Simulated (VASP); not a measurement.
# Sb (P6_3/mmc) in VASP: a series of runs

Aim: see how the results for Sb move with the level of theory and the settings. Levels: PBE, PBEsol. Tasks: equation of state.

Program: VASP 6.6.1. These are calculated values, not measurements. Logs are shortened: lines on timing, memory, paths and dates and some standing lists are left out, and cuts for length are marked.

## (1) The structure

The structure is hexagonal, space group P6_3/mmc (No. 194). The conventional cell has a = 3.355 Å, b = 3.355 Å, c = 5.470 Å, α = 90.00°, β = 90.00°, γ = 120.00°. Sb (site symmetry -6m2) has 12 Sb at 3.35 Å as nearest neighbours.

This isn't the form of Sb at room conditions, which is rhombohedral.

## (2) Equation of state, PBE, 25.05 Å³/atom (volume scaled by 0.94)

File INCAR:

```
SYSTEM = Sb
ALGO = Normal
EDIFF = 1E-7
ENCUT = 520
GGA = PE
ISIF = 2
ISMEAR = -1
LASPH = .True.
LCHARG = .False.
LREAL = .False.
LWAVE = .False.
NBANDS = 12
NELM = 80
PREC = Accurate
SIGMA = 0.05
```

File KPOINTS:

```
k-points
0
Gamma
  9 9 5
  0 0 0
```

File POSCAR:

```
Sb
1.0
    3.2860533585      0.0000000000      0.0000000000
   -1.6430266792      2.8458056866      0.0000000000
    0.0000000000      0.0000000000      5.3584933852
Sb
2
Direct
    0.6666666667      0.3333333333      0.7500000000
    0.3333333333      0.6666666667      0.2500000000
```

Potentials or basis: VASP PAW PBE potentials, release 64 (Sb).

Run with:

```
> cat potpaw_PBE.64/Sb/POTCAR > POTCAR
> mpirun -np 1 vasp_std > vasp.out
```

OUTCAR:

```text
SYSTEM = Sb
   EDIFF = 1E-7
   ENCUT = 520
   GGA = PE
   ISIF = 2
   ISMEAR = -1
   LASPH = .True.
   LREAL = .False.
   NELM = 80
   PREC = Accurate

 Found     36 irreducible k-points:

 Following reciprocal coordinates:
            Coordinates               Weight
  0.000000  0.000000  0.000000      1.000000
  0.111111 -0.000000  0.000000      6.000000
  0.222222  0.000000  0.000000      6.000000
  0.333333 -0.000000  0.000000      6.000000
  0.444444  0.000000  0.000000      6.000000
  0.111111  0.111111  0.000000      6.000000
   k-points           NKPTS =     36   k-points in BZ     NKDIM =     36   number of bands    NBANDS=     12
   number of dos      NEDOS =    301   number of ions     NIONS =      2
   total plane-waves  NPLWV =  23040
   dimension x,y,z NGX =    24 NGY =   24 NGZ =   40
   dimension x,y,z NGXF=    48 NGYF=   48 NGZF=   80
   ions per type =               2
   NGX,Y,Z   is equivalent  to a cutoff of  12.14, 12.14, 12.41 a.u.
   NGXF,Y,Z  is equivalent  to a cutoff of  24.28, 24.28, 24.82 a.u.
 SYSTEM =  Sb
   PREC   = accura    normal or accurate (medium, high low for compatibility)
   ISTART =      0    job   : 0-new  1-cont  2-samecut
   ICHARG =      2    charge: 1-file 2-atom 10-const
   ISPIN  =      1    spin polarized calculation?
   LNONCOLLINEAR =      F non collinear calculations
   LSORBIT =      F    spin-orbit coupling
   LASPH  =      T    aspherical Exc in radial PAW
   ENCUT  =  520.0 eV  38.22 Ry    6.18 a.u.   6.11  6.11  9.96*2*pi/ulx,y,z
   NELM   =     80;   NELMIN=  2; NELMDL= -5     # of ELM steps
   EDIFF  = 0.1E-06   stopping-criterion for ELM
   LREAL  =      F    real-space projection
   EDIFFG = 0.1E-05   stopping-criterion for IOM
   NSW    =      0    number of steps for IOM
   IBRION =     -1    ionic relax: 0-MD 1-quasi-New 2-CG
   NFREE  =      0    steps in history (QN), initial steepest desc. (CG)
   ISIF   =      2    stress and relaxation
   ISYM   =      2    0-nonsym 1-usesym 2-fastsym
   POTIM  = 0.5000    time-step for ionic-motion
   TEBEG  =    0.0;   TEEND  =   0.0 temperature during run
   PSTRESS=    0.0 pullay stress
   NELECT =      10.0000    total number of electrons
   NUPDOWN=      -1.0000    fix difference up-down
   EMIN   =  10.00;   EMAX   =-10.00  energy-range for DOS
   EFERMI =   0.00;   METHOD = LEGACY
   ISMEAR =    -1;   SIGMA  =   0.05  broadening in eV -4-tet -1-fermi 0-gaus
   EFERMI_NEDOS =   21; number of points for ismear=-14 and -15
   IALGO  =     38    algorithm
   IMIX   =      4    mixing-type and parameters
     AMIX     =   0.40;   BMIX     =  1.00
     AMIX_MAG =   1.60;   BMIX_MAG =  1.00
  volume/ion in A,a.u.               =      25.05       169.08
  Fermi-wavevector in a.u.,A,eV,Ry     =   0.956681  1.807866 12.452586  0.915239
  Thomas-Fermi vector in A             =   2.085631
   LORBIT       =      0    0 simple, 1 ext, 2 COOP (PROOUT), +10 PAW based schemes
   GGA     = PE    functional components
   LHFCALC =     F    Hartree Fock is set to
   AEXX    =    0.0000 exact exchange contribution
   IVDW    =     0    specifies the selected vdW correction
   LEPSILON=     F    determine dielectric tensor
   LRPA    =     F    only Hartree local field effects (RPA)
 non-spin polarized calculation
  energy-cutoff  :      520.00
  volume of cell :       50.11
 maximum number of plane-waves:      1365
   NGX = 13   NGY = 13   NGZ = 19

 number of electron      10.0000001 magnetization

 Free energy of the ion-electron system (eV)
  ---------------------------------------------------
  ext. energy  EPLUGINS =         0.00000000
  ---------------------------------------------------
  free energy    TOTEN  =        -7.65790712 eV

  energy without entropy =       -7.64887967  energy(sigma->0) =       -7.65339339

 E-fermi :   9.4053     XC(G=0): -10.5515

 val. band max:        9.3690658359   @ k =   0.2222   0.0000   0.4000
 cond. band min:       9.4979870083   @ k =   0.1111   0.1111   0.0000
 fundamental gap:      0.1289211724
 Fermi energy:         9.4053322691

 k-point     1 :       0.0000    0.0000    0.0000
  band No.  band energies     occupation
      1      -4.0187      2.00000
      2       0.1707      2.00000
      3       3.2002      2.00000
      4      13.3984      0.00000
      5      13.3984      0.00000
      6      15.1799      0.00000
      7      15.1799      0.00000
      8      15.4868      0.00000
      9      17.5117      0.00000
     10      18.5192      0.00000
     11      19.7381      0.00000
     12      19.7381      0.00000

 k-point     2 :       0.1111   -0.0000    0.0000
  band No.  band energies     occupation
      1      -3.7865      2.00000
      2       0.3779      2.00000
      3       3.4419      2.00000
      4      11.3380      0.00000
      5      12.5796      0.00000
      6      14.0347      0.00000
      7      15.2017      0.00000
      8      15.3254      0.00000
      9      17.2508      0.00000
     10      18.9500      0.00000
     11      19.4540      0.00000
     12      19.8639      0.00000

 k-point     3 :       0.2222    0.0000    0.0000
  band No.  band energies     occupation
      1      -3.0941      2.00000
      2       0.9745      2.00000
      3       4.1560      2.00000
      4       8.2475      2.00000
      5      11.3655      0.00000
      6      11.6456      0.00000
      7      13.8515      0.00000
      8      14.7701      0.00000
      9      15.5038      0.00000
     10      18.1542      0.00000
     11      19.2857      0.00000
     12      19.7957      0.00000

 k-point     4 :       0.3333   -0.0000    0.0000
  band No.  band energies     occupation
      1      -1.9643      2.00000
      2       1.7714      2.00000
      3       5.2973      2.00000
      4       5.6081      2.00000
      5       9.0262      1.99898
      6      10.4328      0.00000
      7      11.6748      0.00000
      8      14.0087      0.00000
      9      14.4645      0.00000
     10      17.5692      0.00000
     11      18.7434      0.00000
     12      19.1342      0.00000

 k-point     5 :       0.4444    0.0000    0.0000
  band No.  band energies     occupation
      1      -0.5383      2.00000
      2       1.6115      2.00000
      3       4.7985      2.00000
      4       6.6567      2.00000
      5       6.7913      2.00000
      6       9.6703      0.00993
      7       9.9400      0.00005
      8      13.5534      0.00000
      9      13.9896      0.00000
     10      17.2364      0.00000
     11      18.4527      0.00000
     12      18.8036      0.00000

 k-point     6 :       0.1111    0.1111    0.0000
  band No.  band energies     occupation
      1      -3.3241      2.00000
      2       0.7814      2.00000
      3       3.9202      2.00000
      4       9.4980      0.27102
      5      10.5208      0.00000
      6      13.3289      0.00000
      7      14.1483      0.00000
      8      14.4128      0.00000
      9      17.3247      0.00000
     10      18.0087      0.00000
     11      18.2330      0.00000
     12      19.0891      0.00000

 [... further k-points ...]
[... 5 lines left out ...]
  --------------------------------------------------------------------------------------
  -------------------------------------------------------------------------------------
  Total        1.8479720      1.8479720      1.8687394      0.0000000     -0.0000000      0.0000000
  in kB       59.0858416     59.0858416     59.7498439      0.0000000     -0.0000000      0.0000000
  external PRESSURE =      59.3071757 kB  Pullay stress =       0.0000000 kB

 VOLUME and BASIS-vectors are now :
 -----------------------------------------------------------------------------
  energy-cutoff  :      520.00
  volume of cell :       50.11
      direct lattice vectors                 reciprocal lattice vectors
     3.286053358  0.000000000  0.000000000     0.304316422  0.175697168  0.000000000
    -1.643026679  2.845805687  0.000000000     0.000000000  0.351394336  0.000000000
     0.000000000  0.000000000  5.358493385     0.000000000  0.000000000  0.186619620

 POSITION                                       TOTAL-FORCE (eV/Angst)
 -----------------------------------------------------------------------------------
      1.64303      0.94860      4.01887         0.000000     -0.000000      0.000000
     -0.00000      1.89720      1.33962        -0.000000      0.000000      0.000000
 -----------------------------------------------------------------------------------
    total drift:                               -0.000000      0.000000      0.000000

  FREE ENERGIE OF THE ION-ELECTRON SYSTEM (eV)
  ---------------------------------------------------
  free  energy   TOTEN  =        -7.6579071189 eV

  energy  without entropy=       -7.6488796685  energy(sigma->0) =       -7.65339339
```

Wall time 9.9 s (1 thread of Intel Xeon Platinum 8488C (Sapphire Rapids), shared host); peak memory 0.16 GiB.

What came out:

* Free energy: -7.6579 eV
* Pressure: 5.9 GPa
* Band gap on the k mesh: none (metal or under the smearing width)

## (3) Equation of state, PBE, 25.59 Å³/atom (volume scaled by 0.96)

File INCAR:

```
PREC = Accurate ; ENCUT = 520
EDIFF = 1E-7 ; ISMEAR = -1
SIGMA = 0.05 ; LREAL = F
LASPH = T ; NELM = 80
ALGO = Normal ; ISIF = 2
LWAVE = F ; LCHARG = F
GGA = PE ; NBANDS = 12
```

File KPOINTS:

```
Automatic mesh
0
Gamma
  9 9 5
```

File POSCAR:

```
Sb
1.0
    3.3091953418      0.0000000000      0.0000000000
   -1.6545976709      2.8658472321      0.0000000000
    0.0000000000      0.0000000000      5.3962304974
Sb
2
Direct
    0.6666666667      0.3333333333      0.7500000000
    0.3333333333      0.6666666667      0.2500000000
```

Potentials or basis: VASP PAW PBE potentials, release 64 (Sb).

Run with:

```
> cat potpaw_PBE.64/Sb/POTCAR > POTCAR
> mpirun -np 1 vasp_std > vasp.out
```

It took 15 s on 1 thread of Intel Xeon Platinum 8488C (Sapphire Rapids), shared host; peak memory 0.18 GiB.

It converged, with:

```yaml
Free_energy: -7.6915 eV
Pressure: 4.2 GPa
Band_gap_on_the_k_mesh: none (metal or under the smearing width)
```

(Part 1 of 2 ends here.)
